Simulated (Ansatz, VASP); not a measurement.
One calculation of Rb, two programs

File POSCAR:

```
Rb
1.0
   -2.9545118615      2.9545118615      2.7308451955
    2.9545118615     -2.9545118615      2.7308451955
    2.9545118615      2.9545118615     -2.7308451955
Rb
1
Direct
    0.0000000000      0.0000000000      0.0000000000
```

Contents of INCAR.step1:

```
SYSTEM = Rb
PREC     = Accurate       ! precision mode
ENCUT    = 520            ! plane-wave cutoff, eV
ISMEAR   = 0              ! smearing method
SIGMA    = 0.1            ! smearing width, eV
LREAL    = .False.        ! projectors in reciprocal space
LASPH    = .True.         ! aspherical terms in the spheres
NELM     = 100            ! most SCF steps
NBANDS   = 10             ! bands
GGA      = PE             ! functional
ALGO     = Normal         ! electronic algorithm
EDIFF    = 1E-4           ! SCF threshold, eV
LWAVE    = .True.         ! write WAVECAR
LCHARG   = .False.        ! write CHGCAR
```

Contents of INCAR.step2:

```
SYSTEM = Rb
PREC     = Accurate       ! precision mode
ENCUT    = 520            ! plane-wave cutoff, eV
EDIFF    = 1E-6           ! SCF threshold, eV
ISMEAR   = 0              ! smearing method
SIGMA    = 0.1            ! smearing width, eV
LREAL    = .False.        ! projectors in reciprocal space
LASPH    = .True.         ! aspherical terms in the spheres
NELM     = 100            ! most SCF steps
ALGO     = Normal         ! electronic algorithm
ISIF     = 2              ! what is computed and relaxed
LWAVE    = .False.        ! write WAVECAR
LCHARG   = .True.         ! write CHGCAR
METAGGA  = R2SCAN         ! meta-GGA
LMIXTAU  = .True.       
LELF     = .True.         ! ELF
LVHAR    = .True.       
NBANDS   = 10             ! bands
ISTART   = 1
```

File KPOINTS:

```
regular mesh
0
Gamma
  4 4 4
  0 0 0
```

Input for Ansatz:

```yaml
crystal:
  lattice:
    - [-2.9545118615, 2.9545118615, 2.7308451955]
    - [2.9545118615, -2.9545118615, 2.7308451955]
    - [2.9545118615, 2.9545118615, -2.7308451955]
  atoms:
    - { symbol: Rb, position: [0.0, 0.0, 0.0] }
basis:
  ecutwfc: 500
kpoints:
  mp_grid: { grid: [4, 4, 4] }
hamiltonian:
  xc: r2scan
scf:
  occupations: { method: gaussian, width: 0.1 }
output:
  forces: true
  stress: true
  eigenvalues: true
```

This isn't the form of Rb at room conditions, which is bcc.

Alike in both runs: task single point; functional r2SCAN; k mesh 4 × 4 × 4; occupations gaussian, width 0.1 eV; no spin polarisation.

```csv
,VASP,Ansatz
version,VASP 6.6.1,Ansatz 0.2.0
potentials or method,"VASP PAW PBE potentials, release 64 (Rb_sv)","scalar-relativistic, plane waves, PAW"
plane-wave cutoff (eV),520,500
valence electrons in the cell,9,9
```

|  | VASP | Ansatz | Ansatz less VASP |
| --- | --- | --- | --- |
| gap on the k mesh at the Fermi level (eV) | none | none | - |
| pressure (GPa) | 0.1 | 0.0 | -0.01 |
| largest component of the traceless stress (GPa) | 0.15 | 0.15 | +0.001 |

A gap of «none» marks a metal or a gap that the smearing closes. The functional is the same, so the differences come from potentials, cutoffs and numerics.

Caveats: the k mesh is coarse (spacing up to 0.39 Å⁻¹), so the values aren't converged; the PAW data sets were made with another functional, which shifts forces and pressure a little (VASP).
